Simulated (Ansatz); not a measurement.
NdH2, 3 atoms in the cell. The structure is cubic, space group Fm-3m (No. 225). Conventional cell: a = 5.470 Å, b = 5.470 Å, c = 5.470 Å, α = 90.00°, β = 90.00°, γ = 90.00°. Nd (site symmetry m-3m) is surrounded by 8 H at 2.37 Å. H (site symmetry -43m) is surrounded by 4 Nd at 2.37 Å. 

```yaml
Program: Ansatz 0.2.0
Task: band structure
Functional: LDA
Potentials_or_basis: Ansatz PAW
Cutoff: "420 eV (not typed: the program's choice for these potentials)"
k_mesh: 6 × 6 × 6
Occupations: fermi-dirac, width 0.05 eV
Spin: non-collinear spin, ferromagnetic start, spin-orbit coupling
Starting_moments: "[[3.0, 0.0, 0.0], [0.0, 0.0, 0.0], [0.0, 0.0, 0.0]] μB"
Path: "[[\"G\", \"X\", \"W\", \"K\", \"G\", \"L\", \"U\", \"W\", \"L\", \"K\"], [\"U\", \"X\"]]"
Points_for_each_segment_of_the_path: 14
```

Potentials or basis: Ansatz PAW.

Command:

```sh
$ ansatz run input.yaml --threads 2 --pin off --max-ram 5632MiB --backend cpu --events-out ev --progress --plain --runs-dir out
```

Hardware: 2 threads of Intel(R) Xeon(R) Platinum 8488C (Sapphire Rapids), on a shared host.

**Question.** Estimate the wall time of this run.

**Answer.** Wall time 17 s on 2 threads of Intel(R) Xeon(R) Platinum 8488C (Sapphire Rapids), on a shared host, peak memory 0.52 GiB. Counts: scf iterations 16, plane waves 821, k points 30, bands 23.
